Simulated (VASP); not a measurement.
```
NaBr
1.0
    4.26280     0.00000     0.00000
    0.00000     6.02851     0.00000
    0.00000     0.00000    27.93541
Na Br
6 6
Cartesian
  0.00000   0.00000   8.86528
  2.13140   3.01426  10.61419
  0.00000   0.00000  12.97112
  2.13140   3.01426  14.96429
  0.00000   0.00000  17.32122
  2.13140   3.01426  19.07013
  2.13140   0.00000  10.78887
  0.00000   3.01426   8.58407
  2.13140   0.00000  15.08181
  0.00000   3.01426  12.85361
  2.13140   0.00000  19.35135
  0.00000   3.01426  17.14654
```

All values below come from PBE GGA, VASP's PBE PAW potentials (set 64) (plane waves; VASP). Run with PREC = Normal, 400 eV cut-off, 5×4×1 Γ-centred mesh, Gaussian smearing of 0.050 eV, potentials Na_pv Br.

Question: Predict the energy per atom (σ→0), band gap (on the k-mesh) with the smallest direct gap where there is one.

Answer: 
The band gap (on the k-mesh) is 3.59 eV, the smallest direct gap (on the k-mesh) comes out as 3.59 eV and the energy per atom (σ→0) comes out as -2.991 eV/atom.

Total energies compare only between runs with the same potentials, cut-off and functional.

The cell is a thin slab with vacuum, built from NaBr (rock salt): (110) face.
